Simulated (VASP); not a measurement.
The system is Os.

```xyz
1
Lattice="0.0000 1.9450 1.9450 1.9450 0.0000 1.9450 1.9450 1.9450 0.0000" Properties=species:S:1:pos:R:3 pbc="T T T"
Os    0.0000    0.0000    0.0000
```

This isn't the form of Os at room conditions, which is hcp.

Program: VASP 6.6.1. Alike in all runs: task single point; cell as given; cutoff (eV) 520.

Problem. Order these runs on this cell by their pressure, lowest first.
A. level PBE; potentials or basis VASP PAW PBE potentials, release 64 (Os); spin off; k mesh 8 × 8 × 8; smearing fermi-dirac 0.03 eV; mesh quality not flagged
B. level LDA; potentials or basis VASP PAW LDA potentials, release 64 (Os); spin off; k mesh 12 × 12 × 12; smearing tetrahedron; mesh quality not flagged
C. level PBE+U; potentials or basis VASP PAW PBE potentials, release 64 (Os); spin non-collinear, zero start, SOC; U Os d U = 3.5 eV; k mesh 9 × 9 × 9; smearing fermi-dirac 0.01 eV; mesh quality not flagged
D. level PBE; potentials or basis VASP PAW PBE potentials, release 64 (Os); spin off; k mesh 5 × 5 × 5; smearing fermi-dirac 0.03 eV; mesh quality coarse

Solution. B (-25.2 GPa), C (-14.6 GPa), D (-11.6 GPa), A (-10.0 GPa).

Caveats: some runs use coarse meshes; the U is typed as a test and isn't derived for this compound (some runs); so large a pressure means that the cell lies far from this level's equilibrium, or that cutoff or potentials fall short (some runs); tetrahedron occupations give inexact forces and stress in metals (some runs).
